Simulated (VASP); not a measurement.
Runs of VASP 6.6.1 on Au. Symmetry: Fm-3m, No. 225, cubic system. Conventional cell: a = 4.070 Å, b = 4.070 Å, c = 4.070 Å, α = 90.00°, β = 90.00°, γ = 90.00°. Around Au (site symmetry m-3m) lie 12 Au at 2.88 Å. 

```tsv
task	level	spin	cell	k mesh	cutoff (eV)	smearing	grid for exact exchange (PRECFOCK)	exchange at q = 0	mesh quality	gap on the mesh (eV)	pressure (GPa)
single point	PBE0	SOC, no magnetisation	as given	5 × 5 × 5	520	fermi-dirac 0.05 eV	Fast	truncated	coarse	-	4.9
single point	PBE	off	as given	11 × 11 × 11	520	gaussian 0.014 eV	-	-	not flagged	none	(a)
band structure	PBE0	off	as given	6 × 6 × 6	520	fermi-dirac 0.05 eV	Fast	default	coarse	-	8.5
relaxation of cell and atoms	PBE0	off	relaxed	6 × 6 × 6	600	fermi-dirac 0.05 eV	Fast	default	coarse	none	0.0
```

Alike in all rows: potentials or basis VASP PAW PBE potentials, release 64 (Au).

Question: Estimate the missing entries.

Answer: (a) 10.5.

Caveats: some runs use coarse meshes; the PAW data sets were made with another functional, which shifts forces and pressure a little (some runs); an unscreened hybrid on a path of extra k points without a Coulomb cutoff has errors near the mesh points, so the bands along the path aren't reliable (some runs); spin-orbit coupling is left out, which moves the levels of the heavy elements (some runs).

A k mesh can miss the band edges, and rows without SOC leave out spin-orbit coupling on Au.

A gap of «none» marks a metal or a gap under the smearing width.
